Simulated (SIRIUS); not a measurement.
# Au (Fm-3m) in SIRIUS: further runs

The runs below take Au through equation of state, with PBE.

Program: SIRIUS 7.12.0. These are calculated values, not measurements. Logs are shortened: lines on timing, memory, paths and dates and some standing lists are left out, and cuts for length are marked. The log counts tension as positive stress, the text compression.

## 1. Starting point

Symmetry: Fm-3m, No. 225, cubic system. The conventional cell has a = 4.070 Å, b = 4.070 Å, c = 4.070 Å, α = 90.00°, β = 90.00°, γ = 90.00°. Around Au (site symmetry m-3m) lie 12 Au at 2.88 Å.

## 2. Equation of state, PBE, 15.84 Å³/atom (volume scaled by 0.94)

sirius.json reads:

```json
{
  "control": {
    "processing_unit": "cpu",
    "std_evp_solver_name": "lapack",
    "gen_evp_solver_name": "lapack",
    "verbosity": 2,
    "print_forces": false,
    "ortho_rf": true,
    "use_second_variation": true,
    "rmt_max": 3.0,
    "num_bands_to_print": 24,
    "save_wf": true
  },
  "parameters": {
    "electronic_structure_method": "full_potential_lapwlo",
    "xc_functionals": ["XC_GGA_X_PBE", "XC_GGA_C_PBE"],
    "core_relativity": "dirac",
    "valence_relativity": "iora",
    "num_fv_states": 25,
    "smearing": "fermi_dirac",
    "smearing_width": 0.0018374661,
    "pw_cutoff": 20,
    "gk_cutoff": 3.51,
    "lmax_apw": 11,
    "lmax_rho": 8,
    "lmax_pot": 8,
    "num_mag_dims": 0,
    "auto_rmt": 0,
    "ngridk": [11, 11, 11],
    "shiftk": [0, 0, 0],
    "num_dft_iter": 80,
    "energy_tol": 1e-07,
    "density_tol": 1e-05,
    "use_symmetry": true
  },
  "settings": {"tol_ne": 1e-10},
  "iterative_solver": {"type": "exact"},
  "mixer": {"type": "anderson", "beta": 0.5, "max_history": 8},
  "unit_cell": {
    "lattice_vectors": [[0.0, 3.767089153, 3.767089153], [3.767089153, 0.0, 3.767089153], [3.767089153, 3.767089153, 0.0]],
    "atom_types": ["Au"],
    "atom_files": {"Au": "Au.json"},
    "atoms": {"Au": [[0.0, 0.0, 0.0]]}
  }
}
```

Au.json reads:

```json
{
  "name": "gold",
  "symbol": "Au",
  "number": 79,
  "mass": 196.966569,
  "rmin": 1e-06,
  "rmt": 2.62,
  "nrmt": 800,
  "rinf": 13.44,
  "core": "1s2s2p3s3p3d4s4p4d",
  "valence": [
    {"basis": [{"enu": 0.17, "dme": 0, "n": 0, "auto": 0}, {"enu": 0.17, "dme": 1, "n": 0, "auto": 0}]},
    {"l": 0, "n": 1, "basis": [{"enu": 0.27, "dme": 0, "n": 0, "auto": 0}]},
    {"l": 1, "n": 2, "basis": [{"enu": 0.27, "dme": 0, "n": 0, "auto": 0}]},
    {"l": 2, "n": 3, "basis": [{"enu": 0.27, "dme": 0, "n": 0, "auto": 0}]},
    {"l": 3, "n": 4, "basis": [{"enu": 0.27, "dme": 0, "n": 0, "auto": 0}]},
    {"l": 4, "n": 5, "basis": [{"enu": 0.27, "dme": 0, "n": 0, "auto": 0}]}
  ],
  "lo": [
    {"l": 0, "basis": [{"enu": 0.27, "dme": 0, "n": 0, "auto": 0}, {"enu": 0.27, "dme": 1, "n": 0, "auto": 0}]},
    {
      "l": 0,
      "basis": [{"enu": -3.4844, "dme": 0, "n": 5, "auto": 1}, {"enu": -3.4844, "dme": 1, "n": 5, "auto": 1}]
    },
    {
      "l": 0,
      "basis": [{"enu": -3.4844, "dme": 1, "n": 5, "auto": 1}, {"enu": 0.27, "dme": 0, "n": 0, "auto": 0}]
    },
    {"l": 0, "basis": [{"enu": 0.27, "dme": 0, "n": 0, "auto": 0}, {"enu": 2.6009, "dme": 0, "n": 0, "auto": 0}]},
    {"l": 1, "basis": [{"enu": 0.27, "dme": 0, "n": 0, "auto": 0}, {"enu": 0.27, "dme": 1, "n": 0, "auto": 0}]},
    {
      "l": 1,
      "basis": [{"enu": -1.7079, "dme": 0, "n": 5, "auto": 1}, {"enu": -1.7079, "dme": 1, "n": 5, "auto": 1}]
    },
    {
      "l": 1,
      "basis": [{"enu": -1.7079, "dme": 1, "n": 5, "auto": 1}, {"enu": 0.27, "dme": 0, "n": 0, "auto": 0}]
    },
    {"l": 1, "basis": [{"enu": 0.27, "dme": 0, "n": 0, "auto": 0}, {"enu": 2.9505, "dme": 0, "n": 0, "auto": 0}]},
    {"l": 2, "basis": [{"enu": 0.27, "dme": 0, "n": 0, "auto": 0}, {"enu": 0.27, "dme": 1, "n": 0, "auto": 0}]},
    {"l": 2, "basis": [{"enu": 0.27, "dme": 1, "n": 0, "auto": 0}, {"enu": 0.27, "dme": 2, "n": 0, "auto": 0}]},
    {"l": 2, "basis": [{"enu": 0.27, "dme": 0, "n": 0, "auto": 0}, {"enu": 2.5426, "dme": 0, "n": 0, "auto": 0}]},
    {"l": 3, "basis": [{"enu": 0.27, "dme": 0, "n": 0, "auto": 0}, {"enu": 0.27, "dme": 1, "n": 0, "auto": 0}]},
    {
      "l": 3,
      "basis": [{"enu": -2.5191, "dme": 0, "n": 4, "auto": 1}, {"enu": -2.5191, "dme": 1, "n": 4, "auto": 1}]
    },
    {
      "l": 3,
      "basis": [{"enu": -2.5191, "dme": 1, "n": 4, "auto": 1}, {"enu": 0.27, "dme": 0, "n": 0, "auto": 0}]
    },
    {"l": 3, "basis": [{"enu": 0.27, "dme": 0, "n": 0, "auto": 0}, {"enu": 3.6498, "dme": 0, "n": 0, "auto": 0}]},
    {"l": 4, "basis": [{"enu": 0.27, "dme": 0, "n": 0, "auto": 0}, {"enu": 0.27, "dme": 1, "n": 0, "auto": 0}]},
    {"l": 4, "basis": [{"enu": 0.27, "dme": 0, "n": 0, "auto": 0}, {"enu": 3.067, "dme": 0, "n": 0, "auto": 0}]}
  ],
  "free_atom": [... radial grid and density of the free atom, the start of the SCF ...]
}
```

sirius_start.json reads:

```json
{
  "control": {
    "processing_unit": "cpu",
    "std_evp_solver_name": "lapack",
    "gen_evp_solver_name": "lapack",
    "verbosity": 1,
    "print_forces": false,
    "ortho_rf": true,
    "use_second_variation": true,
    "rmt_max": 3.0,
    "num_bands_to_print": 24,
    "save_wf": false
  },
  "parameters": {
    "electronic_structure_method": "full_potential_lapwlo",
    "xc_functionals": ["XC_LDA_X", "XC_LDA_C_PW"],
    "core_relativity": "dirac",
    "valence_relativity": "iora",
    "num_fv_states": 25,
    "smearing": "fermi_dirac",
    "smearing_width": 0.0055123983,
    "pw_cutoff": 20,
    "gk_cutoff": 2.81,
    "lmax_apw": 11,
    "lmax_rho": 8,
    "lmax_pot": 8,
    "num_mag_dims": 0,
    "auto_rmt": 0,
    "ngridk": [4, 4, 4],
    "shiftk": [0, 0, 0],
    "num_dft_iter": 30,
    "energy_tol": 0.01,
    "density_tol": 0.05,
    "use_symmetry": true
  },
  "settings": {"tol_ne": 1e-10},
  "iterative_solver": {"type": "exact"},
  "mixer": {"type": "anderson", "beta": 0.5, "max_history": 8},
  "unit_cell": {
    "lattice_vectors": [[0.0, 3.767089153, 3.767089153], [3.767089153, 0.0, 3.767089153], [3.767089153, 3.767089153, 0.0]],
    "atom_types": ["Au"],
    "atom_files": {"Au": "Au.json"},
    "atoms": {"Au": [[0.0, 0.0, 0.0]]}
  }
}
```

Potentials or basis: all-electron FP-LAPW, apw+lo standard.

Command:

```sh
OMP_NUM_THREADS=1 sirius.scf --input=sirius_start.json --output=start.json
OMP_NUM_THREADS=1 sirius.scf --input=sirius.json --output=output.json --task=1
```

Output:

```text
[info] SIRIUS version : 7.12.0
[info] number of MPI ranks           : 1
[info] MPI grid                      : 1 1
[info] maximum number of OMP threads : 1
[fft] FFT context for density and potential
[fft] =====================================
[fft]   plane wave cutoff                     : 20
[fft]   grid size                             : 36 36 36   total : 46656
[fft]   grid limits                           : -17 18   -17 18   -17 18
[fft]   number of G-vectors within the cutoff : 14331
[fft]   number of G-shells                    : 416
[fft] FFT context for coarse grid
[fft] =====================================
[fft]   plane wave cutoff                     : 7.02
[fft]   grid size                             : 15 15 15   total : 3375
[fft]   grid limits                           : -7 7   -7 7   -7 7
[fft]   number of G-vectors within the cutoff : 609
[fft]   number of G-shells                    : 30
[unit cell] lattice vectors
[unit cell]   a1 :       0.0000000000      3.7670891530      3.7670891530
[unit cell]   a2 :       3.7670891530      0.0000000000      3.7670891530
[unit cell]   a3 :       3.7670891530      3.7670891530      0.0000000000
[unit cell] reciprocal lattice vectors
[unit cell]   b1 :      -0.8339576065      0.8339576065      0.8339576065
[unit cell]   b2 :       0.8339576065     -0.8339576065      0.8339576065
[unit cell]   b3 :       0.8339576065      0.8339576065     -0.8339576065
[unit cell] unit cell volume :       106.91722815 [a.u.^3]
[unit cell] 1/sqrt(omega)    :         0.09671106
[unit cell] MT volume        :        75.33425248 (70.46%)
[unit cell] IT volume        :        31.58297566 (29.54%)
[unit cell] number of atom types : 1
[unit cell] type id : 0 symbol : Au mt_radius :   2.620000 num_atoms : 1
[unit cell] total number of atoms : 1
[unit cell] number of symmetry classes : 1
[unit cell] atom id  type id  class id             position                      vector_field
[unit cell] ------------------------------------------------------------------------------------------
[unit cell]      0        0        0      0.00000   0.00000   0.00000      0.00000   0.00000   0.00000
[unit cell] atom id         position (Cartesian, a.u.)
[unit cell] ---------------------------------------------
[unit cell]      0       0.000000    0.000000    0.000000
[... 317 lines left out ...]
[generate_radial_functions] {l: 3, n: 4, enu: -2.52556, dme: 1, auto: 1}
[diagonalize] Lowest band energies
[diagonalize] ik:    0   -3.520712   -2.525985   -2.525598   -2.525598   -2.525598   -2.525376   -2.525376   -2.525376   -1.729038   -1.729038   -1.729038   -0.027222    0.177889    0.177889    0.177889    0.241501    0.241501    0.891561    1.053698    1.053698    1.053698    1.244145    1.437646    1.437646
[diagonalize] ik:    1   -3.520661   -2.525983   -2.525602   -2.525602   -2.525597   -2.525376   -2.525375   -2.525375   -1.729910   -1.729168   -1.729168   -0.015942    0.174034    0.181817    0.181817    0.239739    0.239739    0.905651    0.995050    1.068482    1.068482    1.283765    1.360175    1.382788
[diagonalize] ik:    2   -3.520524   -2.525978   -2.525613   -2.525613   -2.525597   -2.525378   -2.525370   -2.525370   -1.732237   -1.729515   -1.729515    0.014827    0.167619    0.188899    0.188899    0.239718    0.239718    0.883919    0.938692    1.106770    1.106770    1.201939    1.284115    1.284115
[diagonalize] ik:    3   -3.520345   -2.525971   -2.525628   -2.525628   -2.525597   -2.525379   -2.525364   -2.525364   -1.735260   -1.729968   -1.729968    0.051096    0.176645    0.188289    0.188289    0.252567    0.252567    0.760746    0.931639    1.124174    1.124174    1.190731    1.224138    1.224138
[diagonalize] ik:    4   -3.520180   -2.525964   -2.525642   -2.525642   -2.525596   -2.525379   -2.525359   -2.525359   -1.738013   -1.730384   -1.730384    0.068408    0.181674    0.181674    0.226411    0.273968    0.273968    0.627925    0.897415    1.064126    1.064126    1.266503    1.266503    1.267705
[diagonalize] ...
[diagonalize] ik:   51   -3.519859   -2.525949   -2.525656   -2.525642   -2.525632   -2.525360   -2.525360   -2.525356   -1.738157   -1.734567   -1.732968    0.100392    0.115406    0.224415    0.261083    0.301184    0.504084    0.559393    0.678834    0.766598    1.096815    1.195703    1.320910    1.484946
[diagonalize] ik:   52   -3.519960   -2.525954   -2.525654   -2.525637   -2.525624   -2.525368   -2.525361   -2.525356   -1.737354   -1.734180   -1.732008    0.127363    0.134354    0.164174    0.248353    0.273644    0.399391    0.665206    0.725366    0.842816    1.135106    1.153808    1.345027    1.422565
[diagonalize] ik:   53   -3.519901   -2.525952   -2.525652   -2.525646   -2.525627   -2.525366   -2.525359   -2.525355   -1.737245   -1.735158   -1.732428    0.131122    0.141123    0.165741    0.236190    0.288974    0.475176    0.578740    0.709436    0.800313    1.117175    1.218320    1.381369    1.441833
[diagonalize] ik:   54   -3.519868   -2.525950   -2.525654   -2.525641   -2.525633   -2.525362   -2.525359   -2.525357   -1.737543   -1.734900   -1.733072    0.114956    0.127938    0.191178    0.248850    0.301335    0.495822    0.598930    0.673263    0.745452    1.165680    1.193872    1.295660    1.496980
[diagonalize] ik:   55   -3.519863   -2.525950   -2.525649   -2.525648   -2.525633   -2.525361   -2.525360   -2.525357   -1.736602   -1.736017   -1.733013    0.123582    0.145897    0.169635    0.235994    0.301192    0.532559    0.592680    0.632302    0.753109    1.163123    1.233860    1.315331    1.440865
[generate_core_charge_density] atom class : 0
[generate_core_charge_density]   n,l,k : 1 0 1  energy :       -2963.73132510
[generate_core_charge_density]   n,l,k : 2 0 1  energy :        -522.14344166
[generate_core_charge_density]   n,l,k : 2 1 1  energy :        -500.60980405
[generate_core_charge_density]   n,l,k : 2 1 2  energy :        -433.13558795
[generate_core_charge_density]   n,l,k : 3 0 1  energy :        -122.89084716
[generate_core_charge_density]   n,l,k : 3 1 1  energy :        -113.22698512
[generate_core_charge_density]   n,l,k : 3 1 2  energy :         -98.33577079
[generate_core_charge_density]   n,l,k : 3 2 2  energy :         -82.32743818
[generate_core_charge_density]   n,l,k : 3 2 3  energy :         -79.12745729
[generate_core_charge_density]   n,l,k : 4 0 1  energy :         -26.32405346
[generate_core_charge_density]   n,l,k : 4 1 1  energy :         -22.20435762
[generate_core_charge_density]   n,l,k : 4 1 2  energy :         -18.63323932
[generate_core_charge_density]   n,l,k : 4 2 2  energy :         -11.90253396
[generate_core_charge_density]   n,l,k : 4 2 3  energy :         -11.23751061
[find] Total energy                   :  -19047.91249438 (Ha),  -38095.82498876 (Ry)
[find] iteration : 1, RMS (target) : 3.1261e-01 (1.0000e-05) , energy difference (target) : 1.4116e-04 (1.0000e-07)
[find] Total energy                   :  -19047.91254399 (Ha),  -38095.82508798 (Ry)
[... 17 lines left out ...]
[find] valence_eval_sum               :     -50.11987341
[find] core_eval_sum                  :  -11661.00597141
[find] kinetic energy                 :   21885.47017400
[find] enuc                           :  -24008.73806584
[find] <rho|V^{XC}>                   :    -478.42101060
[find] <rho|E^{XC}>                   :    -365.55705011
[find] <mag|B^{XC}>                   :       0.00000000
[find] <rho|V^{H}>                    :  -33118.17500824
[find] smearing (-TS)                 :      -0.00008484
[find] SCF correction                 :      -0.00006965
[find] Total energy                   :  -19047.91251572 (Ha),  -38095.82503144 (Ry)
[find] Free energy (E-TS)             :  -19047.91260056 (Ha),  -38095.82520111 (Ry)
[find] band gap (eV)                  :       0.00000000
[find] Efermi                         :       0.38206791
[find] iteration : 6, RMS (target) : 2.6066e-06 (1.0000e-05) , energy difference (target) : 9.4988e-09 (1.0000e-07)
[find] converged after 7 SCF iterations!
[find] Charges and magnetic moments
[find] --------------------------------------------------------------------------------
[find] atom      charge    core leakage
[find] --------------------------------------------------------------------------------
[find]    0   77.963297    1.135700e-08
[find] total core leakage    : 1.13569965e-08
[find] interstitial charge   : 1.036700
[find] total charge          : 78.999997
[find] Energy
[find] --------------------------------------------------------------------------------
[find] valence_eval_sum               :     -50.11987341
[find] core_eval_sum                  :  -11661.00597141
[find] kinetic energy                 :   21885.47017400
[find] enuc                           :  -24008.73806584
[find] <rho|V^{XC}>                   :    -478.42101060
[find] <rho|E^{XC}>                   :    -365.55705011
[find] <mag|B^{XC}>                   :       0.00000000
[find] <rho|V^{H}>                    :  -33118.17500824
[find] smearing (-TS)                 :      -0.00008484
[find] SCF correction                 :      -0.00006965
[find] Total energy                   :  -19047.91251572 (Ha),  -38095.82503144 (Ry)
[find] Free energy (E-TS)             :  -19047.91260056 (Ha),  -38095.82520111 (Ry)
[find] band gap (eV)                  :       0.00000000
[find] Efermi                         :       0.38206791
```

Wall time 56 s (1 thread of Arm Neoverse N1, shared host); peak memory 0.33 GiB.

Results:

- Free energy: -518320.1070 eV
- Band gap on the k mesh: none (metal or under the smearing width)
- All electrons inside the program's atomic spheres: Au 77.96 (radii Au 2.62 bohr)

## 3. Equation of state, PBE, 16.18 Å³/atom (volume scaled by 0.96)

Changes to sirius.json since step 2:

```diff
@@ -39,3 +39,3 @@
   "unit_cell": {
-    "lattice_vectors": [[0.0, 3.767089153, 3.767089153], [3.767089153, 0.0, 3.767089153], [3.767089153, 3.767089153, 0.0]],
+    "lattice_vectors": [[0.0, 3.793618824, 3.793618824], [3.793618824, 0.0, 3.793618824], [3.793618824, 3.793618824, 0.0]],
     "atom_types": ["Au"],
```

Au.json reads:

```json
{
  "name": "gold",
  "symbol": "Au",
  "number": 79,
  "mass": 196.966569,
  "rmin": 1e-06,
  "rmt": 2.62,
  "nrmt": 800,
  "rinf": 13.44,
  "core": "1s2s2p3s3p3d4s4p4d",
  "valence": [
    {"basis": [{"enu": 0.16, "dme": 0, "n": 0, "auto": 0}, {"enu": 0.16, "dme": 1, "n": 0, "auto": 0}]},
    {"l": 0, "n": 1, "basis": [{"enu": 0.26, "dme": 0, "n": 0, "auto": 0}]},
    {"l": 1, "n": 2, "basis": [{"enu": 0.26, "dme": 0, "n": 0, "auto": 0}]},
    {"l": 2, "n": 3, "basis": [{"enu": 0.26, "dme": 0, "n": 0, "auto": 0}]},
    {"l": 3, "n": 4, "basis": [{"enu": 0.26, "dme": 0, "n": 0, "auto": 0}]},
    {"l": 4, "n": 5, "basis": [{"enu": 0.26, "dme": 0, "n": 0, "auto": 0}]}
  ],
  "lo": [
    {"l": 0, "basis": [{"enu": 0.26, "dme": 0, "n": 0, "auto": 0}, {"enu": 0.26, "dme": 1, "n": 0, "auto": 0}]},
    {
      "l": 0,
      "basis": [{"enu": -3.4944, "dme": 0, "n": 5, "auto": 1}, {"enu": -3.4944, "dme": 1, "n": 5, "auto": 1}]
    },
    {
      "l": 0,
      "basis": [{"enu": -3.4944, "dme": 1, "n": 5, "auto": 1}, {"enu": 0.26, "dme": 0, "n": 0, "auto": 0}]
    },
    {"l": 0, "basis": [{"enu": 0.26, "dme": 0, "n": 0, "auto": 0}, {"enu": 2.5909, "dme": 0, "n": 0, "auto": 0}]},
    {"l": 1, "basis": [{"enu": 0.26, "dme": 0, "n": 0, "auto": 0}, {"enu": 0.26, "dme": 1, "n": 0, "auto": 0}]},
    {
      "l": 1,
      "basis": [{"enu": -1.7179, "dme": 0, "n": 5, "auto": 1}, {"enu": -1.7179, "dme": 1, "n": 5, "auto": 1}]
    },
    {
      "l": 1,
      "basis": [{"enu": -1.7179, "dme": 1, "n": 5, "auto": 1}, {"enu": 0.26, "dme": 0, "n": 0, "auto": 0}]
    },
    {"l": 1, "basis": [{"enu": 0.26, "dme": 0, "n": 0, "auto": 0}, {"enu": 2.9405, "dme": 0, "n": 0, "auto": 0}]},
    {"l": 2, "basis": [{"enu": 0.26, "dme": 0, "n": 0, "auto": 0}, {"enu": 0.26, "dme": 1, "n": 0, "auto": 0}]},
    {"l": 2, "basis": [{"enu": 0.26, "dme": 1, "n": 0, "auto": 0}, {"enu": 0.26, "dme": 2, "n": 0, "auto": 0}]},
    {"l": 2, "basis": [{"enu": 0.26, "dme": 0, "n": 0, "auto": 0}, {"enu": 2.5326, "dme": 0, "n": 0, "auto": 0}]},
    {"l": 3, "basis": [{"enu": 0.26, "dme": 0, "n": 0, "auto": 0}, {"enu": 0.26, "dme": 1, "n": 0, "auto": 0}]},
    {
      "l": 3,
      "basis": [{"enu": -2.5291, "dme": 0, "n": 4, "auto": 1}, {"enu": -2.5291, "dme": 1, "n": 4, "auto": 1}]
    },
    {
      "l": 3,
      "basis": [{"enu": -2.5291, "dme": 1, "n": 4, "auto": 1}, {"enu": 0.26, "dme": 0, "n": 0, "auto": 0}]
    },
    {"l": 3, "basis": [{"enu": 0.26, "dme": 0, "n": 0, "auto": 0}, {"enu": 3.6398, "dme": 0, "n": 0, "auto": 0}]},
    {"l": 4, "basis": [{"enu": 0.26, "dme": 0, "n": 0, "auto": 0}, {"enu": 0.26, "dme": 1, "n": 0, "auto": 0}]},
    {"l": 4, "basis": [{"enu": 0.26, "dme": 0, "n": 0, "auto": 0}, {"enu": 3.057, "dme": 0, "n": 0, "auto": 0}]}
  ],
  "free_atom": [... radial grid and density of the free atom, the start of the SCF ...]
}
```

Changes to sirius_start.json since step 2:

```diff
@@ -39,3 +39,3 @@
   "unit_cell": {
-    "lattice_vectors": [[0.0, 3.767089153, 3.767089153], [3.767089153, 0.0, 3.767089153], [3.767089153, 3.767089153, 0.0]],
+    "lattice_vectors": [[0.0, 3.793618824, 3.793618824], [3.793618824, 0.0, 3.793618824], [3.793618824, 3.793618824, 0.0]],
     "atom_types": ["Au"],
```

Potentials or basis: all-electron FP-LAPW, apw+lo standard.

Command:

```sh
OMP_NUM_THREADS=1 sirius.scf --input=sirius_start.json --output=start.json
OMP_NUM_THREADS=1 sirius.scf --input=sirius.json --output=output.json --task=1
```

It took 57 s on 1 thread of Arm Neoverse N1, shared host; peak memory 0.33 GiB.

Results (log left out):

```
Free energy                                       : -518320.1543 eV
Band gap on the k mesh                            : none (metal or under the smearing width)
All electrons inside the program's atomic spheres : Au 77.92 (radii Au 2.62 bohr)
```

[end of part 1 of 3]
